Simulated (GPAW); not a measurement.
SiC (Moissanite):

```xyz
4
Lattice="3.0760 0.0000 0.0000 -1.5380 2.6639 0.0000 0.0000 0.0000 5.0480" Properties=species:S:1:pos:R:3 pbc="T T T"
Si    1.5380    0.8880    2.5240
Si    0.0000    1.7759    0.0000
C     1.5380    0.8880    4.4675
C     0.0000    1.7759    1.9435
```

| Property | Result |
| --- | --- |
| Program | GPAW 26.7.0 |
| Task | relaxation of cell and atoms |
| Functional | PW91 |
| Potentials or basis | PAW data sets generated in the run's folder for this functional |
| Cutoff | 800 eV |
| Basis | pw |
| k mesh | 7 × 7 × 4 |
| Occupations | fermi-dirac, width 0.05 eV |
| Spin | no spin polarisation |

At the start: pressure 4.5 GPa; volume 10.34 Å³/atom.

How do energy, volume and symmetry change on relaxing?

Over 5 steps the energy falls by 12.0 meV/atom and the volume is 10.53 Å³/atom (+1.8 %); space group P6_3mc (No. 186, to 0.05 Å).

The path:
| step | energy change (eV) | largest force (eV/Å) | pressure (GPa) | volume (Å³) |
| --- | --- | --- | --- | --- |
| 1 | 0.0000 | 0.7651 | 4.49 | 41.36 |
| 2 | -0.0299 | 0.4141 | 3.57 | 41.49 |
| 3 | -0.0442 | 0.0786 | 2.18 | 41.73 |
| 4 | -0.0454 | 0.0437 | 1.85 | 41.79 |
| 5 | -0.0481 | 0.0146 | 0.14 | 42.12 |

Final structure:
```yaml
crystal:
  lattice:
    - [3.09531, 0.00000, 0.00000]
    - [-1.54765, 2.68061, 0.00000]
    - [0.00000, 0.00000, 5.07692]
  atoms:
    - { symbol: Si, position: [0.66667, 0.33333, 0.50449] }
    - { symbol: Si, position: [0.33333, 0.66667, 0.00449] }
    - { symbol: C, position: [0.66667, 0.33333, 0.88051] }
    - { symbol: C, position: [0.33333, 0.66667, 0.38051] }
```

Caveat: later steps reuse the first step's grids.
